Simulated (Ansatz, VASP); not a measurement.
## InSe: VASP beside Ansatz

File INCAR:

```
PREC = Accurate
ENCUT = 520
EDIFF = 1E-6
ISMEAR = 0
SIGMA = 0.1
LREAL = False
LASPH = True
NELM = 80
ALGO = Normal
ISIF = 2
LWAVE = False
LCHARG = False
LDIPOL = True
IDIPOL = 3
DIPOL = 0.5 0.5 0.500
GGA = PE
IVDW = 12
NBANDS = 27
```

The input KPOINTS:

```
Automatic mesh
0
Gamma
  6 6 1
```

The input POSCAR:

```
InSe
1.0
    4.0363944497      0.0000000000      0.0000000000
   -2.0181972249      3.4956201332      0.0000000000
    0.0000000000      0.0000000000     36.7211901288
Se In
2 2
Direct
    0.0000000000      0.0000000000      0.4270095135
    0.0000000000      0.0000000000      0.5729904865
    0.6666666667      0.3333333333      0.4619406280
    0.6666666667      0.3333333333      0.5380039361
```

Input for Ansatz:

```yaml
crystal:
  lattice:
    - [4.0363944497, 0.0, 0.0]
    - [-2.0181972249, 3.4956201332, 0.0]
    - [0.0, 0.0, 36.7211901288]
  atoms:
    - { symbol: Se, position: [0.0, 0.0, 0.4270095135] }
    - { symbol: In, position: [0.6666666667, 0.3333333333, 0.461940628] }
    - { symbol: In, position: [0.6666666667, 0.3333333333, 0.5380039361] }
    - { symbol: Se, position: [0.0, 0.0, 0.5729904865] }
  periodic: [true, true, false]
basis:
  ecutwfc: 420
kpoints:
  mp_grid: { grid: [6, 6, 1] }
hamiltonian:
  xc: pbe
  dispersion: d3bj
scf:
  occupations: { method: gaussian, width: 0.1 }
output:
  forces: true
  stress: true
  eigenvalues: true
```

Alike in both runs: task single point; functional PBE; dispersion D3(BJ); k mesh 6 × 6 × 1; occupations gaussian, width 0.1 eV; no spin polarisation.

```csv
,VASP,Ansatz
version,VASP 6.6.1,Ansatz 0.2.0
potentials or method,"VASP PAW PBE potentials, release 64 (Se, In_d)","scalar-relativistic, plane waves, PAW"
plane-wave cutoff (eV),520,420
valence electrons in the cell,38,58
```

VASP gave:

| Property | Result |
| --- | --- |
| gap on the k mesh at the Fermi level (eV) | 1.56 |
| least direct gap on the mesh (eV) | 1.64 |
| rms of the force components (eV/Å) | 0.029 |

**Question.** What did Ansatz give for the same quantities?

**Answer.** gap on the k mesh at the Fermi level (eV): 1.58; least direct gap on the mesh (eV): 1.65; rms of the force components (eV/Å): 0.021.

The two sets of potentials don't hold the same shells in valence.

Caveats: spin-orbit coupling is left out, which moves the levels of the heavy elements.
